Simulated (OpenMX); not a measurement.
Crystal: Ti.

```
Ti
1.0
     0.02177    1.99869    2.03132
     2.00646    0.00299    2.05009
     2.03951    2.05051   -0.03005
Ti
1
Direct
  0.98433 0.00381 0.00663
```

The cell isn't the ideal one: cell strained at random at fixed volume.

Base run:

- Program: OpenMX 3.8.5
- Functional: PBE
- Potentials or basis: OpenMX 2013 PBE set, Ti7.0-s3p2d1, grid cutoff 350 Ry
- k mesh: 15 × 15 × 15
- Occupations: fermi-dirac, width 0.05 eV
- Spin: no spin polarisation

Its results: band gap on the k mesh none (metal or under the smearing width); pressure 1.1 GPa.

**Question.** The run is repeated on the same cell with these changes: potentials or basis from OpenMX 2013 PBE set, Ti7.0-s3p2d1, grid cutoff 350 Ry to OpenMX 2013 PBE set, Ti7.0-s3p2d2f1, grid cutoff 350 Ry; k mesh from 15 × 15 × 15 to 11 × 11 × 11. What comes out?

**Answer.** Band gap on the k mesh none (metal or under the smearing width); pressure 4.1 GPa.

Caveats: the basis of atomic orbitals isn't converged, which shifts pressures, moduli and gaps; the transition metal has a single d function, too few for pressures, volumes and moments (some runs).
